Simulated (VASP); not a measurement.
# Pt in VASP: relaxation of the atoms with PBEsol

Aim: the relaxation of the atoms of Pt with PBEsol.

Program: VASP 6.6.1. These are calculated values, not measurements. Logs are shortened: lines on timing, memory, paths and dates and some standing lists are left out, and cuts for length are marked.

## 1. Starting point

The cell holds a slab with vacuum, 8 atoms: a = 3.895 Å, b = 3.895 Å, c = 27.850 Å, α = 90.00°, β = 90.00°, γ = 90.00°.

The cell was built by a generator and needn't be a form met in nature.

## 2. Relaxation of the atoms, PBEsol

INCAR reads:

```
  PREC = Accurate
  ENCUT = 520
  EDIFF = 1E-6
  ISMEAR = 1
  SIGMA = 0.1
  LREAL = F
  LASPH = T
  NELM = 120
  ALGO = Fast
  ISIF = 2
  LWAVE = F
  LCHARG = F
  LDIPOL = T
  IDIPOL = 3
  DIPOL = 0.5 0.5 0.500
  GGA = PS
  IBRION = 2
  NSW = 90
  EDIFFG = -0.02
  KPAR = 2
```

KPOINTS reads:

```
regular mesh
0
Gamma
  9 9 1
```

POSCAR reads:

```
Pt
1.0
    3.8947800000      0.0000000000      0.0000000000
    0.0000000000      3.8947800000      0.0000000000
    0.0000000000      0.0000000000     27.8498739800
Pt
8
Direct
    0.5000000000      0.0000000000      0.3938897500
    0.0000000000      0.5000000000      0.3938897500
    0.0000000000      0.0000000000      0.4646311100
    0.5000000000      0.5000000000      0.4646311100
    0.5000000000      0.0000000000      0.5353688900
    0.0000000000      0.5000000000      0.5353688900
    0.0000000000      1.0000000000      0.6061102500
    0.5000000000      0.5000000000      0.6061102500
```

Potentials or basis: VASP PAW PBE potentials, release 64 (Pt).

On the command line:

```sh
$ cat potpaw_PBE.64/Pt/POTCAR > POTCAR
$ mpirun -np 2 vasp_std > vasp.out
```

OUTCAR:

```text
PREC = Accurate
   ENCUT = 520
   EDIFF = 1E-6
   ISMEAR = 1
   LREAL = F
   LASPH = T
   NELM = 120
   ISIF = 2
   GGA = PS
   IBRION = 2
   NSW = 90
   EDIFFG = -0.02

 ion  position               nearest neighbor table
   1  0.500  0.000  0.394-   2 2.75   2 2.75   2 2.75   2 2.75   4 2.77   4 2.77   3 2.77   3 2.77

   2  0.000  0.500  0.394-   1 2.75   1 2.75   1 2.75   1 2.75   3 2.77   4 2.77   4 2.77   3 2.77

   3  0.000  0.000  0.465-   4 2.75   4 2.75   4 2.75   4 2.75   6 2.77   6 2.77   5 2.77   5 2.77
                             1 2.77   2 2.77   2 2.77   1 2.77
   4  0.500  0.500  0.465-   3 2.75   3 2.75   3 2.75   3 2.75   5 2.77   6 2.77   6 2.77   5 2.77
                             2 2.77   1 2.77   2 2.77   1 2.77
   5  0.500  0.000  0.535-   6 2.75   6 2.75   6 2.75   6 2.75   4 2.77   3 2.77   3 2.77   4 2.77
                             7 2.77   8 2.77   7 2.77   8 2.77
   6  0.000  0.500  0.535-   5 2.75   5 2.75   5 2.75   5 2.75   4 2.77   4 2.77   3 2.77   3 2.77
                             7 2.77   8 2.77   8 2.77   7 2.77
   7  0.000  0.000  0.606-   8 2.75   8 2.75   8 2.75   8 2.75   6 2.77   5 2.77   5 2.77   6 2.77

   8  0.500  0.500  0.606-   7 2.75   7 2.75   7 2.75   7 2.75   6 2.77   6 2.77   5 2.77   5 2.77

  LATTYP: Found a simple tetragonal cell.
 ALAT       =     3.8947800000
 C/A-ratio  =     7.1505640832

  Lattice vectors:

 A1 = (   3.8947800000,   0.0000000000,   0.0000000000)
 A2 = (   0.0000000000,   3.8947800000,   0.0000000000)
 A3 = (   0.0000000000,   0.0000000000,  27.8498739800)

Analysis of symmetry for initial positions (statically):
=====================================================================
 Subroutine PRICEL returns following result:

  LATTYP: Found a simple tetragonal cell.
 ALAT       =     2.7540253492
 C/A-ratio  =    10.1124247051

  Lattice vectors:

 A1 = (   1.9473900000,  -1.9473900000,   0.0000000000)
 A2 = (   1.9473900000,   1.9473900000,   0.0000000000)
 A3 = (   0.0000000000,   0.0000000000,  27.8498739800)

   2 primitive cells build up your supercell.

 Routine SETGRP: Setting up the symmetry group for a
 simple tetragonal supercell.

 Subroutine GETGRP returns: Found 16 space group operations
 (whereof  8 operations were pure point group operations)
 out of a pool of 16 trial point group operations.

The static configuration has the point symmetry C_4v.
 The point group associated with its full space group is D_4h.

Analysis of symmetry for dynamics (positions and initial velocities):
=====================================================================
 Subroutine PRICEL returns following result:

  LATTYP: Found a simple tetragonal cell.
 ALAT       =     2.7540253492
 C/A-ratio  =    10.1124247051

  Lattice vectors:

 A1 = (   1.9473900000,  -1.9473900000,   0.0000000000)
 A2 = (   1.9473900000,   1.9473900000,   0.0000000000)
 A3 = (   0.0000000000,   0.0000000000,  27.8498739800)

   2 primitive cells build up your supercell.

 Routine SETGRP: Setting up the symmetry group for a
 simple tetragonal supercell.

 Subroutine GETGRP returns: Found 16 space group operations
 (whereof  8 operations were pure point group operations)
 out of a pool of 16 trial point group operations.

The dynamic configuration has the point symmetry C_4v.
 The point group associated with its full space group is D_4h.

 Subroutine INISYM returns: Found 16 space group operations
 (whereof  8 operations are pure point group operations),
 and found     2 'primitive' translations

----------------------------------------------------------------------------------------

                                     Primitive cell

  volume of cell :     211.2317

  direct lattice vectors                    reciprocal lattice vectors
     1.947390000 -1.947390000  0.000000000     0.256753912 -0.256753912  0.000000000
     1.947390000  1.947390000  0.000000000     0.256753912  0.256753912  0.000000000
     0.000000000  0.000000000 27.849873980     0.000000000  0.000000000  0.035906805

  length of vectors
     2.754025349  2.754025349 27.849873980     0.363104864  0.363104864  0.035906805

  position of ions in fractional coordinates (direct lattice)
     0.500000000  0.500000000  0.393889750
     0.000000000  0.000000000  0.464631110
     0.500000000  0.500000000  0.535368890
     0.000000000  0.000000000  0.606110250

  ion indices of the primitive-cell ions
   primitive index   ion index
                 1           1
                 2           3
                 3           5
                 4           7

----------------------------------------------------------------------------------------

 KPOINTS: regular mesh

Automatic generation of k-mesh.
 Grid dimensions read from file:
 generate k-points for:    9    9    1

 Generating k-lattice:

  Cartesian coordinates                     Fractional coordinates (reciprocal lattice)
     0.028528212  0.000000000  0.000000000     0.111111111  0.000000000  0.000000000
     0.000000000  0.028528212  0.000000000     0.000000000  0.111111111  0.000000000
     0.000000000  0.000000000  0.035906805     0.000000000  0.000000000  1.000000000

  Length of vectors
     0.028528212  0.028528212  0.035906805

  Shift w.r.t. Gamma in fractional coordinates (k-lattice)
     0.000000000  0.000000000  0.000000000

 Subroutine IBZKPT returns following result:
 ===========================================

 Found     15 irreducible k-points:

 Following reciprocal coordinates:
            Coordinates               Weight
  0.000000  0.000000  0.000000      1.000000
  0.111111  0.000000  0.000000      4.000000
  0.222222  0.000000  0.000000      4.000000
  0.333333  0.000000  0.000000      4.000000
  0.444444  0.000000  0.000000      4.000000
  0.111111  0.111111  0.000000      4.000000
  0.222222  0.111111  0.000000      8.000000
  0.333333  0.111111  0.000000      8.000000
  0.444444  0.111111  0.000000      8.000000
  0.222222  0.222222  0.000000      4.000000
  0.333333  0.222222  0.000000      8.000000
  0.444444  0.222222  0.000000      8.000000
  0.333333  0.333333  0.000000      4.000000
  0.444444  0.333333  0.000000      8.000000
  0.444444  0.444444  0.000000      4.000000
   k-points           NKPTS =     15   k-points in BZ     NKDIM =     15   number of bands    NBANDS=     48
   number of dos      NEDOS =    301   number of ions     NIONS =      8
   total plane-waves  NPLWV = 189000
   dimension x,y,z NGX =    30 NGY =   30 NGZ =  210
   dimension x,y,z NGXF=    60 NGYF=   60 NGZF=  420
   ions per type =               8
   NGX,Y,Z   is equivalent  to a cutoff of  12.81, 12.81, 12.54 a.u.
   NGXF,Y,Z  is equivalent  to a cutoff of  25.61, 25.61, 25.07 a.u.
 SYSTEM =  unknown system
   PREC   = accura    normal or accurate (medium, high low for compatibility)
   ISTART =      0    job   : 0-new  1-cont  2-samecut
   ICHARG =      2    charge: 1-file 2-atom 10-const
   ISPIN  =      1    spin polarized calculation?
   LNONCOLLINEAR =      F non collinear calculations
   LSORBIT =      F    spin-orbit coupling
   LASPH  =      T    aspherical Exc in radial PAW
   ENCUT  =  520.0 eV  38.22 Ry    6.18 a.u.   7.24  7.24 51.78*2*pi/ulx,y,z
   NELM   =    120;   NELMIN=  2; NELMDL= -5     # of ELM steps
   EDIFF  = 0.1E-05   stopping-criterion for ELM
   LREAL  =      F    real-space projection
   EDIFFG = -.2E-01   stopping-criterion for IOM
   NSW    =     90    number of steps for IOM
   IBRION =      2    ionic relax: 0-MD 1-quasi-New 2-CG
   NFREE  =      1    steps in history (QN), initial steepest desc. (CG)
   ISIF   =      2    stress and relaxation
   ISYM   =      2    0-nonsym 1-usesym 2-fastsym
   POTIM  = 0.5000    time-step for ionic-motion
   TEBEG  =    0.0;   TEEND  =   0.0 temperature during run
   PSTRESS=    0.0 pullay stress
   NELECT =      80.0000    total number of electrons
   NUPDOWN=      -1.0000    fix difference up-down
   EMIN   =  10.00;   EMAX   =-10.00  energy-range for DOS
   EFERMI =   0.00;   METHOD = LEGACY
   ISMEAR =     1;   SIGMA  =   0.10  broadening in eV -4-tet -1-fermi 0-gaus
   EFERMI_NEDOS =   21; number of points for ismear=-14 and -15
   IALGO  =     68    algorithm
   IMIX   =      4    mixing-type and parameters
     AMIX     =   0.40;   BMIX     =  1.00
     AMIX_MAG =   1.60;   BMIX_MAG =  1.00
  volume/ion in A,a.u.               =      52.81       356.37
  Fermi-wavevector in a.u.,A,eV,Ry     =   0.940102  1.776536 12.024725  0.883792
  Thomas-Fermi vector in A             =   2.067481
   LORBIT       =      0    0 simple, 1 ext, 2 COOP (PROOUT), +10 PAW based schemes
   GGA     = PS    functional components
   LHFCALC =     F    Hartree Fock is set to
   AEXX    =    0.0000 exact exchange contribution
   IVDW    =     0    specifies the selected vdW correction
   LEPSILON=     F    determine dielectric tensor
   LRPA    =     F    only Hartree local field effects (RPA)
 conjugate gradient relaxation of ions
 non-spin polarized calculation
 RMM-DIIS sequential band-by-band and
 Methfessel and Paxton  Order N= 1 SIGMA  =   0.10
  energy-cutoff  :      520.00
  volume of cell :      422.46
 maximum number of plane-waves:     11402
 NGX is ok and might be reduce to    30
   NGX = 15   NGY = 15   NGZ =103

--------------------------------------- Ionic step        1  -------------------------------------------

 number of electron      79.9999993 magnetization

 Free energy of the ion-electron system (eV)
  ---------------------------------------------------
  ext. energy  EPLUGINS =         0.00000000
  ---------------------------------------------------
  free energy    TOTEN  =       -51.47426891 eV

  energy without entropy =      -51.46678055  energy(sigma->0) =      -51.47177279

------------------------ aborting loop because EDIFF is reached ----------------------------------------

  FORCE on cell =-STRESS in cart. coord.  units (eV):
  Direction    XX          YY          ZZ          XY          YZ          ZX
  --------------------------------------------------------------------------------------
  -------------------------------------------------------------------------------------
  Total       -8.7308407     -8.7308407     -3.8346006      0.0000000     -0.0000000      0.0000000
  in kB      -33.1114005    -33.1114005    -14.5425852      0.0000000     -0.0000000      0.0000000
  external PRESSURE =     -26.9217954 kB  Pullay stress =       0.0000000 kB
[... 191 lines left out ...]
  FREE ENERGIE OF THE ION-ELECTRON SYSTEM (eV)
  ---------------------------------------------------
  free  energy   TOTEN  =       -51.5218684762 eV

  energy  without entropy=      -51.5147941942  energy(sigma->0) =      -51.51951038

 dipolmoment           0.000000      0.000000      0.000000 electrons x Angstroem

--------------------------------------- Ionic step        6  -------------------------------------------

 number of electron      79.9999991 magnetization

------------------------ aborting loop because EDIFF is reached ----------------------------------------
[... 37 lines left out ...]
--------------------------------------- Ionic step        7  -------------------------------------------

 number of electron      79.9999990 magnetization

 dipolmoment           0.000000      0.000000     -0.000000 electrons x Angstroem

 Free energy of the ion-electron system (eV)
  ---------------------------------------------------
  ext. energy  EPLUGINS =         0.00000000
  ---------------------------------------------------
  free energy    TOTEN  =       -51.52321087 eV

  energy without entropy =      -51.51648096  energy(sigma->0) =      -51.52096757

 E-fermi :  -1.0108     XC(G=0):  -4.5364

 val. band max:       -1.0193159424   @ k =   0.1111   0.0000   0.0000
 cond. band min:      -1.0094906019   @ k =   0.3333   0.3333   0.0000
 fundamental gap:      0.0098253405
 Fermi energy:        -1.0107861465

 k-point     1 :       0.0000    0.0000    0.0000
  band No.  band energies     occupation
      1     -10.8345      2.00000
      2      -9.0210      2.00000
      3      -7.8743      2.00000
      4      -7.8491      2.00000
      5      -7.8491      2.00000
      6      -7.5893      2.00000
[... 754 lines left out ...]
     47       0.9183     -0.00000
     48       1.8372      0.00000

------------------------ aborting loop because EDIFF is reached ----------------------------------------

 vacuum level on the upper side and lower side of the slab       (xc-potential included)        -0.005        -0.005

  FORCE on cell =-STRESS in cart. coord.  units (eV):
  Direction    XX          YY          ZZ          XY          YZ          ZX
  --------------------------------------------------------------------------------------
  -------------------------------------------------------------------------------------
  Total       -5.5036653     -5.5036653     -0.1186685      0.0000000      0.0000000     -0.0000000
  in kB      -20.8724532    -20.8724532     -0.4500459      0.0000000      0.0000000     -0.0000000
  external PRESSURE =     -14.0649841 kB  Pullay stress =       0.0000000 kB
[... 23 lines left out ...]
  FREE ENERGIE OF THE ION-ELECTRON SYSTEM (eV)
  ---------------------------------------------------
  free  energy   TOTEN  =       -51.5232108715 eV

  energy  without entropy=      -51.5164809615  energy(sigma->0) =      -51.52096757

 reached required accuracy - stopping structural energy minimisation

 vacuum level on the upper side and lower side of the slab         4.812         4.812
```

It took 9.8 min on 2 MPI ranks of Intel Xeon 6975P-C (Granite Rapids), shared host; peak memory 0.59 GiB.

What came out:

```
Free energy                  : -51.5232 eV
Energy gained by relaxing    : 6.1 meV/atom
Ionic steps                  : 7
Largest force after relaxing : 0.017 eV/Å
Band gap on the k mesh       : none (metal or under the smearing width)
```

Forces in eV/Å, atoms in the order of the input:
```
Pt   0.000  0.000 -0.004
Pt   0.000  0.000 -0.004
Pt   0.000  0.000  0.017
Pt   0.000  0.000  0.017
Pt   0.000  0.000 -0.017
Pt   0.000  0.000 -0.017
Pt   0.000  0.000  0.004
Pt   0.000  0.000  0.004
```

The path:
| step | energy change (eV) | largest force (eV/Å) | pressure (GPa) |
| --- | --- | --- | --- |
| 1 | 0.0000 | 0.4076 | -2.69 |
| 2 | -0.0273 | 0.1793 | -2.31 |
| 3 | -0.0280 | 0.2004 | -2.24 |
| 4 | -0.0382 | 0.1472 | -2.00 |
| 5 | -0.0476 | 0.0613 | -1.61 |
| 6 | -0.0387 | 0.1345 | -0.77 |
| 7 | -0.0489 | 0.0170 | -1.41 |

Final structure:
```yaml
crystal:
  lattice:
    - [3.89478, 0.00000, 0.00000]
    - [0.00000, 3.89478, 0.00000]
    - [0.00000, 0.00000, 27.84987]
  atoms:
    - { symbol: Pt, position: [0.50000, 0.00000, 0.39616] }
    - { symbol: Pt, position: [0.00000, 0.50000, 0.39616] }
    - { symbol: Pt, position: [0.00000, 0.00000, 0.46489] }
    - { symbol: Pt, position: [0.50000, 0.50000, 0.46489] }
    - { symbol: Pt, position: [0.50000, 0.00000, 0.53511] }
    - { symbol: Pt, position: [0.00000, 0.50000, 0.53511] }
    - { symbol: Pt, position: [0.00000, 0.00000, 0.60384] }
    - { symbol: Pt, position: [0.50000, 0.50000, 0.60384] }
```

Levels at points of the mesh, in eV from the Fermi level:
| k point | band 37 | band 38 | band 39 | band 40 | band 41 | band 42 | band 43 | band 44 |
| --- | --- | --- | --- | --- | --- | --- | --- | --- |
| (0.00, 0.00, 0.00) | 0.13 | 0.26 | 0.26 | 0.27 | 0.47 | 0.47 | 1.04 | 1.04 |

Caveat: the PAW data sets were made with another functional, which shifts forces and pressure a little.
